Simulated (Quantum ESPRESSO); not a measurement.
Hf under changes of volume

One of the cells (21.882 Å³/atom); the others are scaled copies at fixed shape and fractional positions:

```xyz
1
Lattice="0.0000 2.2200 2.2200 2.2200 0.0000 2.2200 2.2200 2.2200 0.0000" Properties=species:S:1:pos:R:3 pbc="T T T"
Hf    0.0000    0.0000    0.0000
```

This isn't the form of Hf at room conditions, which is hcp.

| Item | Value |
| --- | --- |
| Program | Quantum ESPRESSO 7.5 |
| Functional | PBEsol |
| Potentials or basis | GBRV 1.5 PBEsol |
| Cutoff | 612 eV |
| Density cutoff | 4898 eV |
| k mesh | 10 × 10 × 10 |
| Occupations | fermi-dirac, width 0.05 eV |
| Spin | no spin polarisation |

```tsv
volume (Å³/atom)	energy over the lowest point (meV/atom)	pressure (GPa)
20.569	18.73	5.8
21.007	5.79	3.1
21.444	0.00	0.6
21.882	0.74	-1.6
22.320	7.40	-3.6
22.757	?	?
23.195	36.09	-7.1
```

Q: What does the run at 22.757 Å³/atom give?

A: Energy over the lowest point 19.30 meV/atom; pressure -5.4 GPa.

Worked out: A Birch-Murnaghan fit of order 3 (a polynomial in V^(-2/3)) to the other rows has its minimum at 21.61 Å³/atom with B0 = V·E''(V) = 113 GPa and B' = 4.0. It gives 19.32 meV/atom at 22.757 Å³/atom, against the run's 19.30, and -dE/dV = -5.3 GPa, against -5.4.

Energies are extrapolated to zero smearing.
